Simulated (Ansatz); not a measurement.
## SiO₂, one structure, two calculations

Cell: a structure deposited in the COD, ions relaxed with PBE at fixed cell.

Space group P4_12_12 (No. 92); a = 4.9820, c = 6.9630 Å.

| site | Wyckoff | site symmetry | x | y | z |
| --- | --- | --- | --- | --- | --- |
| Si | 4a | ..2 | 0.3039 | 0.3039 | 0.0000 |
| O | 8b | 1 | 0.2373 | 0.1140 | 0.1837 |

One atom of each set is listed.

First run. Method: Kohn–Sham DFT in Ansatz, PBE, plane waves and PAW, scalar-relativistic, 420 eV cutoff, Γ-centred 5×5×4 k-points, Fermi–Dirac smearing 0.02 eV.

```
site  V_zz (10²¹ V/m²)     η
  Si             -0.38  0.74
   O              9.50  0.18
```

Second run. The same atoms and settings, except that the gradients are read without the response of the frozen cores to their surroundings (frozen_core: stored), which the first run includes.

(1) Given the first result, estimate the second.

## Answers

(1) 

```csv
site,V_zz,η,change of V_zz
Si,-0.35,0.75,+0.03
O,9.80,0.18,+0.30
```

The largest change of V_zz is on O, from 9.50 to 9.80. In per cent, |V_zz| changes by +3 on O (all sites that start above 0.5).
